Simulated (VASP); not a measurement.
Crystal: ZnO (zincite).

```
Zn O
1.0
     3.24931    0.00000    0.00000
    -1.62465    2.81398    0.00000
     0.00000    0.00000    5.20571
Zn O
2 2
Direct
  0.33333 0.66667 0.50000
  0.66667 0.33333 0.00000
  0.66667 0.33333 0.37901
  0.33333 0.66667 0.87901
```

```yaml
Program: VASP 6.6.1
Task: relaxation of cell and atoms
Functional: LDA
Potentials_or_basis: VASP PAW LDA potentials, release 64 (Zn, O)
Cutoff: 600 eV
k_mesh: 9 × 9 × 5
Occupations: gaussian, width 0.03 eV
Spin: no spin polarisation
```

At the start: pressure -6.3 GPa; volume 11.90 Å³/atom.

How do energy, volume and symmetry change on relaxing?

Over 11 steps the energy falls by 10.4 meV/atom and the volume is 11.40 Å³/atom (-4.2 %); space group P6_3mc (No. 186, to 0.05 Å).

Step by step:
```tsv
step	energy change (eV)	largest force (eV/Å)	pressure (GPa)	volume (Å³)
1	0.0000	0.0554	-6.25	47.60
2	-0.0262	0.0408	4.43	44.47
3	-0.0413	0.0024	0.05	45.61
4	-0.0413	0.0043	-0.06	45.65
5	-0.0414	0.0188	-0.27	45.66
6	-0.0414	0.0185	-0.15	45.66
7	-0.0415	0.0183	0.08	45.59
8	-0.0415	0.0185	0.09	45.58
9	-0.0416	0.0020	0.14	45.58
10	-0.0416	0.0030	0.05	45.59
11	-0.0416	0.0038	0.01	45.62
```

Final structure:
```
CELL_PARAMETERS angstrom
3.19394 0.00000 0.00000
-1.59697 2.76603 0.00000
0.00000 0.00000 5.16364
ATOMIC_POSITIONS crystal
Zn 0.33333 0.66667 0.50035
Zn 0.66667 0.33333 0.00035
O 0.66667 0.33333 0.37866
O 0.33333 0.66667 0.87866
```
